**Q:** I pull a tungsten crystal apart in a calculation, and beside each energy the program prints an "entropy term". Is that the heat stored in the electrons? And can you tell me how it goes on if I pull further?

**A:** It isn't heat. A metal has bands that cross the Fermi level, the energy up to which states are filled. A calculation samples those bands at a finite set of points, so the sharp edge between filled and empty is blurred to make the sums behave. The entropy term comes from that blur, and it lowers the free energy that the program reports.

Its size is worth remembering. In these tungsten cells a blur of 0.1 eV gives a term of a few meV per atom, and theory says that it should grow roughly with the square of the width. The table gives it as a negative number; I will speak of its magnitude.

Body-centred cubic tungsten in one-atom cells at fixed volumes, computed with Ansatz 0.2.0 using scalar-relativistic PBE, PAW and plane waves to 420 eV, without spin polarization. The k mesh is 18×18×18 and the Gaussian smearing width 0.1 eV. The smearing entropy term is the contribution −TS to the free energy.

| volume (Å³/atom) | shortest distance (Å) | smearing entropy term (meV/atom) |
| --- | --- | --- |
| 15.062 | 2.695 | -3.490 |
| 15.080 | 2.696 | -3.480 |
| 15.559 | 2.724 | -3.380 |
| 16.125 | 2.757 | -3.540 |
| 16.194 | 2.761 | -3.570 |
| 17.246 | 2.819 | -4.150 |
| 17.477 | 2.832 | -4.270 |
| 18.000 | 2.860 | -4.420 |
| 18.203 | 2.870 | ? |
| 18.310 | 2.876 | ? |
| 18.484 | 2.885 | ? |
| 18.605 | 2.891 | ? |

**Q:** If the blur is the same in every row, why does the term change at all?

**A:** Because the number of states inside the blur changes. A state far below the Fermi level is full and one far above is empty, and neither contributes. Only states within one or two tenths of an eV of the Fermi level are noticeably part-filled. At fixed width the term is therefore proportional to the density of states $D$, the number of states per unit of energy, averaged over that narrow window:

$$|\text{term}| \propto \sigma^2 D,$$

where $\sigma$ is the smearing width. You can read the column as a crude gauge of how crowded the levels are at the Fermi energy.

**Q:** And why should stretching crowd them?

**A:** In tungsten most states near the Fermi level are d states. Their band is wide because electrons hop between neighbouring atoms. Pull the atoms apart and the hopping weakens, so the band narrows. The number of d states per atom stays the same, so they are packed into a smaller range of energy and $D$ goes up.

Theory gives a simple law for this. Hopping between d orbitals falls off roughly as $d^{-5}$, with $d$ the shortest distance between atoms. The volume $V$ grows as $d^3$, so the band width goes as $V^{-5/3}$. If the band keeps its shape and filling, $D$ and the magnitude of the term rise as $V^{5/3}$.

**Q:** Try it on numbers I can see.

**A:** Start at 16.125 Å³ per atom, where the computed pressure is almost zero, and stretch to 18.000 Å³. Only the starting value is taken from the table; the exponent comes from theory:

$$3.54\ \text{meV}\times\left(\frac{18.000}{16.125}\right)^{5/3}\approx 4.25\ \text{meV}.$$

The calculation gives 4.42 meV. The estimated rise is 20 percent and the computed one 25 percent, so narrowing has the right sign and roughly the right size here. Counted from the smallest volume in the table it does less well: 35 percent estimated, 27 percent computed.

The same runs give a second sign of narrowing. The energy range in which the seventh and eighth bands overlap shrinks from 6.9 to 5.3 eV between the smallest volume and 18.000 Å³. This isn't a pure measure of the d band, but it supports the picture.

**Q:** At the small volumes the term first goes down. Your law doesn't do that.

**A:** No, and that is its weak spot. Between 15.062 and 15.559 Å³ the magnitude falls by 0.11 meV, although the bands are already narrowing. The law assumes a band of fixed shape, whereas the term sees only a thin slice of it. The d bands and the broader s and p bands respond differently to stretching, so peaks and valleys of $D$ can move through that slice.

The sampling may also play a part. By a rough estimate, only of order ten symmetry-distinct mesh points have levels in the window at any one volume. A few levels entering or leaving could shift the sum, and no denser mesh was run to test this. I wouldn't call the dip a property of tungsten yet.

**Q:** Then commit yourself. What happens beyond 18.000 Å³?

**A:** I expect the magnitude to keep rising, slowly and without a turn. I use a power law through the two known rows at 17.477 and 18.000 Å³, which has an exponent of about 1.2 instead of 5/3. The nearest interval should carry the local change in band shape that pure narrowing leaves out. My forecasts, in meV per atom, are:

- at 18.203 Å³: 4.48 ± 0.09
- at 18.310 Å³: 4.51 ± 0.13
- at 18.484 Å³: 4.56 ± 0.19
- at 18.605 Å³: 4.59 ± 0.24

**Q:** Where do the error bars come from?

**A:** They are a judgement, not a statistical confidence interval. I let the exponent be wrong by 1.5 and add 0.01 meV for rounding, so the bars widen with distance from the last known row. A flattening or a slight fall lies within them, though neither is my central forecast.

I also tried the rule on two known rows, each time using only the two rows before it. At 18.000 Å³ it came out 0.13 meV too high, inside its bar. At 16.125 Å³, just after the dip, it came out 0.27 meV too low, well outside. The rule works only while the slope changes gently.

**Q:** What else could win?

**A:** Pure narrowing would give a steeper rise, to 4.67 meV at the largest volume. A parabola through the last three known rows would turn over and end at 4.38 meV. It assumes that the slope, which had already weakened before 18.000 Å³, goes on weakening.

**Q:** Let's see the computed values.

The withheld rows as computed:

| volume (Å³/atom) | shortest distance (Å) | smearing entropy term (meV/atom) |
| --- | --- | --- |
| 18.203 | 2.870 | -4.440 |
| 18.310 | 2.876 | -4.440 |
| 18.484 | 2.885 | -4.420 |
| 18.605 | 2.891 | -4.410 |

**Q:** All four lie inside your bars. Do you claim success?

**A:** For the bars, yes; for the direction, no. I said the magnitude would keep rising, and it levelled off. It reaches 4.44 meV and ends at 4.41 meV, practically where it stood at 18.000 Å³.

My forecasts are too high by 0.04, 0.07, 0.14 and 0.18 meV, in order of volume. These aren't four separate errors. They are one wrong slope, seen at growing distance, and for the same reason the four hits amount to little more than one test.

**Q:** What did you misread?

**A:** The weaker rise just before 18.000 Å³. I took it for a new, lasting slope, but it was the start of a plateau. The parabola carried the weakening forward and stays within 0.03 meV of all four values. It has no mechanism behind it, however, and would plunge if you followed it much further, so I'd trust it only close to the rows that define it.

**Q:** Has the band stopped narrowing, then?

**A:** No. The overlap of the seventh and eighth bands goes on shrinking, from 5.3 eV at 18.000 Å³ to 5.1 eV at 18.605 Å³, as you'd expect while the atoms move apart and the hopping weakens. Narrowing alone would have added about 0.25 meV between 18.000 and 18.605 Å³. The computed term hardly changed, so something offset the whole of that gain.

The numbers don't settle what it was. One possibility is that the Fermi level moved towards a less crowded part of the band. The other is the one I raised for the dip: a few mesh points leaving the window. Repeating the plateau volumes with a denser mesh would separate the two. If the plateau survived, spin-orbit coupling would be the next thing to include, because it is strong in tungsten and shifts bands near the Fermi level.

**Q:** I only want reliable energies. Should any of this worry me?

**A:** Not for the overall energy curve. Across all the volumes the term stays between about 3.4 and 4.4 meV per atom, a spread of about 1 meV. Stretching from 16.125 to 18.000 Å³ alone costs about 170 meV per atom. If you compare structures that differ by only 1 meV, though, use the energy extrapolated to zero width, which these runs also print. It adds half the term back to the free energy, and that removes most of the blur's effect as long as $D$ is nearly constant across the window. Then check that a denser mesh gives the same difference.

**Q:** And if I had to guess the trend for another stretched transition metal?

**A:** Start with narrowing, provided that d states dominate at the Fermi level: one percent more volume then gives about 1.7 percent more magnitude at fixed smearing width. That leaves out copper, silver and gold, whose d bands lie below the Fermi level. Treat the rule as a first guess at the direction, in a metal that stays non-magnetic. In these tungsten cells the direction was right for every stretch of ten percent or more, but another metal may differ. The size can be well off, and the rule doesn't hold from one point to the next. Over a few percent, the local shape of the band or the mesh can cancel the rise, as happened here, or even reverse it. The printed analysis that follows sets the forecast and both alternatives beside the computed values.

Numerical output:

```
Volume exponents of the magnitude over the intervals ending at 15.559 to 18.000 A^3: -0.9324, 1.294, 1.976, 2.392, 2.142, 1.171
Fall of the magnitude from 15.062 to 15.559 A^3, meV/atom: 0.11
Computed rise of the magnitude from 15.062 to 18.000 A^3, percent: 26.65
Rise over the same range by pure narrowing, percent: 34.58
Computed rise of the magnitude from 16.125 to 18.000 A^3, percent: 24.86
Rise over this shorter range by pure narrowing, percent: 20.12
Volume exponent of the band overlap from 15.062 to 18.000 A^3: -1.408
Trial at 16.125 A^3, rule less computed magnitude, meV/atom: -0.2708
Error bar of that trial, meV/atom: 0.1852
Trial at 18.000 A^3, rule less computed magnitude, meV/atom: 0.1284
Error bar of that second trial, meV/atom: 0.2112
Magnitudes in meV/atom, misses are forecast less computed:
     row  forecast  error bar  pure narrowing  parabola  computed  miss of forecast  miss of narrowing  miss of parabola  computed change from previous row
  15.062     3.588     0.9689           3.284     1.388      3.49           0.09761            -0.2057            -2.102                                n/a
   15.08     3.593     0.9639           3.291     1.423      3.48            0.1126            -0.1892            -2.057                              -0.01
  15.559     3.727     0.8246           3.467     2.275      3.38            0.3466            0.08687            -1.105                               -0.1
  16.125     3.886     0.6512            3.68       3.1      3.54            0.3458             0.1396             -0.44                               0.16
  16.194     3.905     0.6294           3.706     3.187      3.57            0.3353             0.1359            -0.383                               0.03
  17.246     4.204     0.2798           4.116      4.15      4.15           0.05399           -0.03425                 0                               0.58
  17.477      4.27     0.1989           4.208      4.27      4.27                 0           -0.06196                 0                               0.12
    18.0      4.42       0.01            4.42      4.42      4.42                 0                  0                 0                               0.15
  18.203     4.478    0.08534           4.503     4.433      4.44           0.03842            0.06339         -0.007257                               0.02
   18.31     4.509     0.1255           4.548     4.429      4.44           0.06926             0.1076          -0.01078                                  0
  18.484     4.559     0.1915            4.62     4.408      4.42            0.1395             0.1999          -0.01159                              -0.02
  18.605     4.594     0.2378            4.67     4.383      4.41            0.1844             0.2604          -0.02707                              -0.01
Computed change of the magnitude from 18.000 to 18.605 A^3, meV/atom: -0.01
Computed volume exponent from 18.000 to 18.605 A^3: -0.06851
```
